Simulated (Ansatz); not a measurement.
Runs of Ansatz 0.2.0 on Te2Mo. The cell holds a slab with vacuum, 3 atoms: a = 3.560 Å, b = 3.560 Å, c = 17.524 Å, α = 90.00°, β = 90.00°, γ = 120.00°. 

```csv
task,level,cutoff (eV),basis error allowed,gap on the mesh (eV),V0 of scaled cells (Å³/atom),B0 (GPa),largest force (eV/Å)
equation of state,PBEsol,-,0.001 eV/atom,-,(b),41,-
equation of state,LDA,-,0.002 eV/atom,-,(a),43,-
single point,PBEsol,259,0.001 eV/atom,1.05,-,-,0.17
band structure,LDA,239,0.002 eV/atom,1.04,-,-,0.42
band structure,PBEsol,239,0.002 eV/atom,1.05,-,-,0.17
```

Alike in all rows: potentials or basis all-electron LAPW, scalar-relativistic; no spin polarisation; cell as given; k mesh 9 × 9 × 2; smearing fermi-dirac 0.05 eV.

Problem. Fill in the values left out.

Solution. (a) 61.21; (b) 62.34.

Caveats: spin-orbit coupling is left out, which moves the levels of the heavy elements (some runs); the cell was scaled at fixed shape and fractional positions, which overstates the stiffness of a crystal with free parameters, most of all of layers and chains (some runs).

A k mesh can miss the band edges, and the runs leave out spin-orbit coupling on Mo, Te.

Not every run made on this cell is shown here.
